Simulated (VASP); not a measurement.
# MgO (Periclase) (Fm-3m) in VASP: a series of runs

Runs on MgO (Periclase). Level: r2SCAN. Tasks: relaxation of the atoms.

Everything below comes from runs of VASP 6.6.1. Logs are shortened: lines on timing, memory, paths and dates and some standing lists are left out, and cuts for length are marked.

**The experiment to reproduce.**

“Electronic structure of alkaline earth and post-transition metal oxides”, 2009, arxiv:0908.1581 quotes, for a bulk crystal of MgO: band gap 7.83 eV.

The results are compared with them further down.

**1. Starting point**

Symmetry: Fm-3m, No. 225, cubic system. Conventional cell: a = 4.193 Å, b = 4.193 Å, c = 4.193 Å, α = 90.00°, β = 90.00°, γ = 90.00°. Around Mg (site symmetry m-3m) lie 6 O at 2.10 Å. O (site symmetry m-3m) is surrounded by 6 Mg at 2.10 Å.

**2. Relaxation of the atoms, r2SCAN (a relaxed cell with its volume scaled by 0.94)**

The input, INCAR:

```
ALGO     = Normal         # electronic algorithm
EDIFF    = 1E-7           # SCF threshold, eV
EDIFFG   = -0.01          # ionic threshold
ENCUT    = 600            # plane-wave cutoff, eV
IBRION   = 2              # ionic algorithm
ISIF     = 2              # what is computed and relaxed
ISMEAR   = 0              # smearing method
LASPH    = T              # aspherical terms in the spheres
LCHARG   = F              # write CHGCAR
LMIXTAU  = T            
LREAL    = F              # projectors in reciprocal space
LWAVE    = F              # write WAVECAR
METAGGA  = R2SCAN         # meta-GGA
NELM     = 80             # most SCF steps
NSW      = 40             # ionic steps
PREC     = Accurate       # precision mode
SIGMA    = 0.03           # smearing width, eV
```

The input, KPOINTS:

```
k-points
0
Gamma
  12 12 12
```

The input, POSCAR:

```
MgO                                     
1.0
    0.0000000000      2.0536196960      2.0536196960
    2.0536196960      0.0000000000      2.0536196960
    2.0536196960      2.0536196960      0.0000000000
  Mg              O             
     1     1
Direct
     0.0000000000000000    0.0000000000000000    0.0000000000000000
     0.5000000000000000    0.5000000000000000    0.5000000000000000
```

Potentials or basis: VASP PAW PBE potentials, release 64 (Mg, O).

Command:

```console
cat potpaw_PBE.64/Mg/POTCAR potpaw_PBE.64/O/POTCAR > POTCAR
mpirun -np 1 vasp_std > vasp.out
```

OUTCAR:

```text
EDIFF = 1E-7
   EDIFFG = -0.01
   ENCUT = 600
   IBRION = 2
   ISIF = 2
   ISMEAR = 0
   LASPH = T
   LREAL = F
   METAGGA = R2SCAN
   NELM = 80
   NSW = 40
   PREC = Accurate

 ion  position               nearest neighbor table
   1  0.000  0.000  0.000-   2 2.05   2 2.05   2 2.05   2 2.05   2 2.05   2 2.05
   2  0.500  0.500  0.500-   1 2.05   1 2.05   1 2.05   1 2.05   1 2.05   1 2.05

  LATTYP: Found a face centered cubic cell.
 ALAT       =     4.1072393920

  Lattice vectors:

 A1 = (   0.0000000000,   2.0536196960,   2.0536196960)
 A2 = (   2.0536196960,   0.0000000000,   2.0536196960)
 A3 = (   2.0536196960,   2.0536196960,   0.0000000000)

Analysis of symmetry for initial positions (statically):
=====================================================================
 Subroutine PRICEL returns:
 Original cell was already a primitive cell.

 Routine SETGRP: Setting up the symmetry group for a
 face centered cubic supercell.

 Subroutine GETGRP returns: Found 48 space group operations
 (whereof 48 operations were pure point group operations)
 out of a pool of 48 trial point group operations.

The static configuration has the point symmetry O_h .

Analysis of symmetry for dynamics (positions and initial velocities):
=====================================================================
 Subroutine PRICEL returns:
 Original cell was already a primitive cell.

 Routine SETGRP: Setting up the symmetry group for a
 face centered cubic supercell.

 Subroutine GETGRP returns: Found 48 space group operations
 (whereof 48 operations were pure point group operations)
 out of a pool of 48 trial point group operations.

The dynamic configuration has the point symmetry O_h .

 Subroutine INISYM returns: Found 48 space group operations
 (whereof 48 operations are pure point group operations),
 and found     1 'primitive' translations

----------------------------------------------------------------------------------------

                                     Primitive cell

  volume of cell :      17.3217

  direct lattice vectors                    reciprocal lattice vectors
     0.000000000  2.053619696  2.053619696    -0.243472538  0.243472538  0.243472538
     2.053619696  0.000000000  2.053619696     0.243472538 -0.243472538  0.243472538
     2.053619696  2.053619696  0.000000000     0.243472538  0.243472538 -0.243472538

  length of vectors
     2.904256826  2.904256826  2.904256826     0.421706807  0.421706807  0.421706807

  position of ions in fractional coordinates (direct lattice)
     0.000000000  0.000000000  0.000000000
     0.500000000  0.500000000  0.500000000

  ion indices of the primitive-cell ions
   primitive index   ion index
                 1           1
                 2           2

----------------------------------------------------------------------------------------

 KPOINTS: k-points

Automatic generation of k-mesh.
 Grid dimensions read from file:
 generate k-points for:   12   12   12

 Generating k-lattice:

  Cartesian coordinates                     Fractional coordinates (reciprocal lattice)
    -0.020289378  0.020289378  0.020289378     0.083333333  0.000000000  0.000000000
     0.020289378 -0.020289378  0.020289378     0.000000000  0.083333333  0.000000000
     0.020289378  0.020289378 -0.020289378     0.000000000  0.000000000  0.083333333

  Length of vectors
     0.035142234  0.035142234  0.035142234

  Shift w.r.t. Gamma in fractional coordinates (k-lattice)
     0.000000000  0.000000000  0.000000000

 Subroutine IBZKPT returns following result:
 ===========================================

 Found     72 irreducible k-points:

 Following reciprocal coordinates:
            Coordinates               Weight
  0.000000  0.000000  0.000000      1.000000
  0.083333  0.000000  0.000000      8.000000
  0.166667  0.000000  0.000000      8.000000
  0.250000  0.000000  0.000000      8.000000
  0.333333  0.000000  0.000000      8.000000
  0.416667  0.000000  0.000000      8.000000
[... 16 lines left out ...]
  0.500000  0.166667  0.000000     24.000000
 -0.416667  0.166667  0.000000     24.000000
 [... further k-points ...]
   k-points           NKPTS =     72   k-points in BZ     NKDIM =     72   number of bands    NBANDS=      8
   number of dos      NEDOS =    301   number of ions     NIONS =      2
   total plane-waves  NPLWV =  13824
   dimension x,y,z NGX =    24 NGY =   24 NGZ =   24
   dimension x,y,z NGXF=    48 NGYF=   48 NGZF=   48
   ions per type =               1   1
   NGX,Y,Z   is equivalent  to a cutoff of  13.74, 13.74, 13.74 a.u.
   NGXF,Y,Z  is equivalent  to a cutoff of  27.48, 27.48, 27.48 a.u.
 SYSTEM =  unknown system
   PREC   = accura    normal or accurate (medium, high low for compatibility)
   ISTART =      0    job   : 0-new  1-cont  2-samecut
   ICHARG =      2    charge: 1-file 2-atom 10-const
   ISPIN  =      1    spin polarized calculation?
   LNONCOLLINEAR =      F non collinear calculations
   LSORBIT =      F    spin-orbit coupling
   LASPH  =      T    aspherical Exc in radial PAW
   ENCUT  =  600.0 eV  44.10 Ry    6.64 a.u.   5.80  5.80  5.80*2*pi/ulx,y,z
   NELM   =     80;   NELMIN=  2; NELMDL= -5     # of ELM steps
   EDIFF  = 0.1E-06   stopping-criterion for ELM
   LREAL  =      F    real-space projection
   EDIFFG = -.1E-01   stopping-criterion for IOM
   NSW    =     40    number of steps for IOM
   IBRION =      2    ionic relax: 0-MD 1-quasi-New 2-CG
   NFREE  =      1    steps in history (QN), initial steepest desc. (CG)
   ISIF   =      2    stress and relaxation
   ISYM   =      2    0-nonsym 1-usesym 2-fastsym
   POTIM  = 0.5000    time-step for ionic-motion
   TEBEG  =    0.0;   TEEND  =   0.0 temperature during run
   PSTRESS=    0.0 pullay stress
   NELECT =       8.0000    total number of electrons
   NUPDOWN=      -1.0000    fix difference up-down
   EMIN   =  10.00;   EMAX   =-10.00  energy-range for DOS
   EFERMI =   0.00;   METHOD = LEGACY
   ISMEAR =     0;   SIGMA  =   0.03  broadening in eV -4-tet -1-fermi 0-gaus
   EFERMI_NEDOS =   21; number of points for ismear=-14 and -15
   IALGO  =     38    algorithm
   IMIX   =      4    mixing-type and parameters
     AMIX     =   0.40;   BMIX     =  1.00
     AMIX_MAG =   1.60;   BMIX_MAG =  1.00
  volume/ion in A,a.u.               =       8.66        58.45
  Fermi-wavevector in a.u.,A,eV,Ry     =   1.265440  2.391334 21.787523  1.601338
  Thomas-Fermi vector in A             =   2.398693
   LORBIT       =      0    0 simple, 1 ext, 2 COOP (PROOUT), +10 PAW based schemes
   METAGGA = R2SCAN    functional components
   LHFCALC =     F    Hartree Fock is set to
   AEXX    =    0.0000 exact exchange contribution
   IVDW    =     0    specifies the selected vdW correction
   LEPSILON=     F    determine dielectric tensor
   LRPA    =     F    only Hartree local field effects (RPA)
 conjugate gradient relaxation of ions
 non-spin polarized calculation
 Gauss-broadening in eV      SIGMA  =   0.03
  energy-cutoff  :      600.00
  volume of cell :       17.32
 maximum number of plane-waves:       604
   NGX = 11   NGY = 11   NGZ = 11

 number of electron       7.9999997 magnetization

 Free energy of the ion-electron system (eV)
  ---------------------------------------------------
  ext. energy  EPLUGINS =         0.00000000
  ---------------------------------------------------
  free energy    TOTEN  =       -16.12259468 eV

  energy without entropy =      -16.12259468  energy(sigma->0) =      -16.12259468

 E-fermi :   3.5460     XC(G=0): -11.9881

 val. band max:        3.3529552274   @ k =   0.0000   0.0000   0.0000
 cond. band min:       9.7619308122   @ k =   0.0000   0.0000   0.0000
 fundamental gap:      6.4089755848
 Fermi energy:         3.5460251103

 k-point     1 :       0.0000    0.0000    0.0000
  band No.  band energies     occupation
      1     -15.2508      2.00000
      2       3.3530      2.00000
      3       3.3530      2.00000
      4       3.3530      2.00000
      5       9.7619      0.00000
      6      20.6336      0.00000
      7      20.6337      0.00000
      8      20.6337      0.00000

 k-point     2 :       0.0833    0.0000    0.0000
  band No.  band energies     occupation
      1     -15.1683      2.00000
      2       2.8873      2.00000
      3       3.2972      2.00000
      4       3.2972      2.00000
      5      10.2023      0.00000
      6      19.6655      0.00000
      7      20.8330      0.00000
      8      20.8330      0.00000

 k-point     3 :       0.1667    0.0000    0.0000
  band No.  band energies     occupation
      1     -14.9342      2.00000
      2       1.8057      2.00000
      3       3.1490      2.00000
      4       3.1490      2.00000
      5      11.1716      0.00000
      6      18.2954      0.00000
      7      21.3234      0.00000
      8      21.3234      0.00000

 k-point     4 :       0.2500    0.0000    0.0000
  band No.  band energies     occupation
      1     -14.5923      2.00000
      2       0.5617      2.00000
      3       2.9545      2.00000
      4       2.9545      2.00000
      5      12.0930      0.00000
      6      17.5026      0.00000
      7      21.7483      0.00000
      8      21.7483      0.00000

 k-point     5 :       0.3333    0.0000    0.0000
  band No.  band energies     occupation
      1     -14.2192      2.00000
      2      -0.5525      2.00000
      3       2.7682      2.00000
      4       2.7682      2.00000
      5      12.5756      0.00000
      6      17.4777      0.00000
      7      21.7932      0.00000
      8      21.7932      0.00000

 k-point     6 :       0.4167    0.0000    0.0000
  band No.  band energies     occupation
      1     -13.9212      2.00000
      2      -1.3271      2.00000
      3       2.6368      2.00000
      4       2.6368      2.00000
      5      12.6747      0.00000
      6      17.8646      0.00000
      7      21.6594      0.00000
      8      21.6594      0.00000

 k-point     7 :       0.5000    0.0000    0.0000
  band No.  band energies     occupation
      1     -13.8059      2.00000
      2      -1.6059      2.00000
      3       2.5897      2.00000
      4       2.5897      2.00000
      5      12.6707      0.00000
      6      18.0774      0.00000
      7      21.5920      0.00000
      8      21.5920      0.00000
[... 133 lines left out ...]
 k-point    20 :       0.2500    0.1667    0.0000
  band No.  band energies     occupation
      1     -14.5916      2.00000
      2       0.9596      2.00000
      3       2.7038      2.00000
      4       2.7292      2.00000
      5      12.5504      0.00000
      6      16.5396      0.00000
      7      21.6291      0.00000
      8      22.2789      0.00000

 k-point    21 :       0.3333    0.1667    0.0000
  band No.  band energies     occupation
      1     -14.2719      2.00000
      2       0.0849      2.00000
      3       2.3887      2.00000
      4       2.5507      2.00000
      5      13.3729      0.00000
      6      16.2704      0.00000
      7      20.6991      0.00000
      8      22.5589      0.00000

 k-point    22 :       0.4167    0.1667    0.0000
  band No.  band energies     occupation
      1     -13.9580      2.00000
      2      -0.6672      2.00000
      3       2.0433      2.00000
      4       2.4305      2.00000
      5      13.7509      0.00000
      6      16.7642      0.00000
      7      19.9921      0.00000
      8      22.5422      0.00000

 k-point    23 :       0.5000    0.1667    0.0000
  band No.  band energies     occupation
      1     -13.7459      2.00000
      2      -1.1245      2.00000
      3       1.7629      2.00000
      4       2.3957      2.00000
      5      13.8413      0.00000
      6      17.4732      0.00000
      7      19.6044      0.00000
      8      22.4195      0.00000

 k-point    24 :      -0.4167    0.1667    0.0000
  band No.  band energies     occupation
      1     -13.7127      2.00000
      2      -1.1760      2.00000
      3       1.6170      2.00000
      4       2.4537      2.00000
      5      13.8998      0.00000
      6      17.6696      0.00000
      7      19.5734      0.00000
      8      22.3769      0.00000

 [... further k-points ...]

------------------------ aborting loop because EDIFF is reached ----------------------------------------

  FORCE on cell =-STRESS in cart. coord.  units (eV):
  Direction    XX          YY          ZZ          XY          YZ          ZX
  --------------------------------------------------------------------------------------
  -------------------------------------------------------------------------------------
  Total        1.3070291      1.3070291      1.3070291      0.0000000      0.0000000      0.0000000
  in kB      120.8942851    120.8942851    120.8942851      0.0000000      0.0000000      0.0000000
  external PRESSURE =     120.8942851 kB  Pullay stress =       0.0000000 kB

 VOLUME and BASIS-vectors are now :
 -----------------------------------------------------------------------------
  energy-cutoff  :      600.00
  volume of cell :       17.32
      direct lattice vectors                 reciprocal lattice vectors
     0.000000000  2.053619696  2.053619696    -0.243472538  0.243472538  0.243472538
     2.053619696  0.000000000  2.053619696     0.243472538 -0.243472538  0.243472538
     2.053619696  2.053619696  0.000000000     0.243472538  0.243472538 -0.243472538

 POSITION                                       TOTAL-FORCE (eV/Angst)
 -----------------------------------------------------------------------------------
      0.00000      0.00000      0.00000        -0.000000     -0.000000     -0.000000
      2.05362      2.05362      2.05362         0.000000      0.000000      0.000000
 -----------------------------------------------------------------------------------
    total drift:                               -0.000000     -0.000000      0.000000

  FREE ENERGIE OF THE ION-ELECTRON SYSTEM (eV)
  ---------------------------------------------------
  free  energy   TOTEN  =       -16.1225946839 eV

  energy  without entropy=      -16.1225946839  energy(sigma->0) =      -16.12259468

 reached required accuracy - stopping structural energy minimisation
```

It took 3.6 min on 1 thread of AMD EPYC 7R43 (Zen 3), shared host; peak memory 0.12 GiB.

Results:

```
Free energy             : -16.1226 eV
Pressure after relaxing : 12.1 GPa
Band gap on the k mesh  : 6.41 eV, direct
```

Final structure:
```xyz
2
Lattice="0.0000 2.0536 2.0536 2.0536 0.0000 2.0536 2.0536 2.0536 0.0000" Properties=species:S:1:pos:R:3 pbc="T T T"
Mg    0.0000    0.0000    0.0000
O     2.0536    2.0536    2.0536
```

Levels at points of the mesh, in eV from the valence-band top:
```tsv
k point	band 1	band 2	band 3	band 4	band 5	band 6	band 7	band 8
(0.00, 0.00, 0.00)	-18.60	0.00	0.00	0.00	6.41	17.28	17.28	17.28
(0.50, 0.00, 0.00)	-17.16	-4.96	-0.76	-0.76	9.32	14.72	18.24	18.24
(0.50, 0.50, 0.00)	-16.89	-4.42	-1.48	-1.48	10.13	11.94	15.16	21.61
```

Caveat: the relaxation stopped at its first step, so nothing moved; the PAW data sets were made with another functional, which shifts forces and pressure a little. A k mesh can miss the band edges.

**3. Relaxation of the atoms, r2SCAN (a relaxed cell with its volume scaled by 0.96)**

INCAR is that of step 2.

KPOINTS is that of step 2.

The input, POSCAR:

```
MgO                                     
1.0
    0.0000000000      2.0680822830      2.0680822830
    2.0680822830      0.0000000000      2.0680822830
    2.0680822830      2.0680822830      0.0000000000
  Mg              O             
     1     1
Direct
     0.0000000000000000    0.0000000000000000    0.0000000000000000
     0.5000000000000000    0.5000000000000000    0.5000000000000000
```

Potentials or basis: VASP PAW PBE potentials, release 64 (Mg, O).

Command:

```console
cat potpaw_PBE.64/Mg/POTCAR potpaw_PBE.64/O/POTCAR > POTCAR
mpirun -np 1 vasp_std > vasp.out
```

OUTCAR:

```text
EDIFF = 1E-7
   EDIFFG = -0.01
   ENCUT = 600
   IBRION = 2
   ISIF = 2
   ISMEAR = 0
   LASPH = T
   LREAL = F
   METAGGA = R2SCAN
   NELM = 80
   NSW = 40
   PREC = Accurate

 ion  position               nearest neighbor table
   1  0.000  0.000  0.000-   2 2.07   2 2.07   2 2.07   2 2.07   2 2.07   2 2.07
   2  0.500  0.500  0.500-   1 2.07   1 2.07   1 2.07   1 2.07   1 2.07   1 2.07

  LATTYP: Found a face centered cubic cell.
 ALAT       =     4.1361645660

  Lattice vectors:

 A1 = (   0.0000000000,   2.0680822830,   2.0680822830)
 A2 = (   2.0680822830,   0.0000000000,   2.0680822830)
[... 454 lines left out ...]
  Direction    XX          YY          ZZ          XY          YZ          ZX
  --------------------------------------------------------------------------------------
  -------------------------------------------------------------------------------------
  Total        0.8438608      0.8438608      0.8438608      0.0000000      0.0000000      0.0000000
  in kB       76.4272004     76.4272004     76.4272004      0.0000000      0.0000000      0.0000000
  external PRESSURE =      76.4272004 kB  Pullay stress =       0.0000000 kB

 VOLUME and BASIS-vectors are now :
 -----------------------------------------------------------------------------
  energy-cutoff  :      600.00
  volume of cell :       17.69
      direct lattice vectors                 reciprocal lattice vectors
     0.000000000  2.068082283  2.068082283    -0.241769877  0.241769877  0.241769877
     2.068082283  0.000000000  2.068082283     0.241769877 -0.241769877  0.241769877
     2.068082283  2.068082283  0.000000000     0.241769877  0.241769877 -0.241769877

 POSITION                                       TOTAL-FORCE (eV/Angst)
 -----------------------------------------------------------------------------------
      0.00000      0.00000      0.00000        -0.000000     -0.000000      0.000000
      2.06808      2.06808      2.06808         0.000000      0.000000      0.000000
 -----------------------------------------------------------------------------------
    total drift:                               -0.000000     -0.000000      0.000000

  FREE ENERGIE OF THE ION-ELECTRON SYSTEM (eV)
  ---------------------------------------------------
  free  energy   TOTEN  =       -16.1462758465 eV

  energy  without entropy=      -16.1462758465  energy(sigma->0) =      -16.14627585

 reached required accuracy - stopping structural energy minimisation
```

CONTCAR:

```text
MgO
   1.00000000000000
     0.0000000000000000    2.0680822829999999    2.0680822829999999
     2.0680822829999999    0.0000000000000000    2.0680822829999999
     2.0680822829999999    2.0680822829999999    0.0000000000000000
  Mg              O
     1     1
Direct
     0.0000000000000000    0.0000000000000000    0.0000000000000000
     0.5000000000000000    0.5000000000000000    0.5000000000000000

  0.00000000E+00  0.00000000E+00  0.00000000E+00
  0.00000000E+00  0.00000000E+00  0.00000000E+00
```

It took 3.4 min on 1 thread of AMD EPYC 7R43 (Zen 3), shared host; peak memory 0.11 GiB.

Results:

- Free energy: -16.1463 eV
- Pressure after relaxing: 7.6 GPa
- Band gap on the k mesh: 6.18 eV, direct

Final structure:
```
Mg O
1.0
     0.00000    2.06808    2.06808
     2.06808    0.00000    2.06808
     2.06808    2.06808    0.00000
Mg O
1 1
Direct
  0.00000 0.00000 0.00000
  0.50000 0.50000 0.50000
```

Caveat: the relaxation stopped at its first step, so nothing moved; the PAW data sets were made with another functional, which shifts forces and pressure a little.

[end of part 1 of 2]
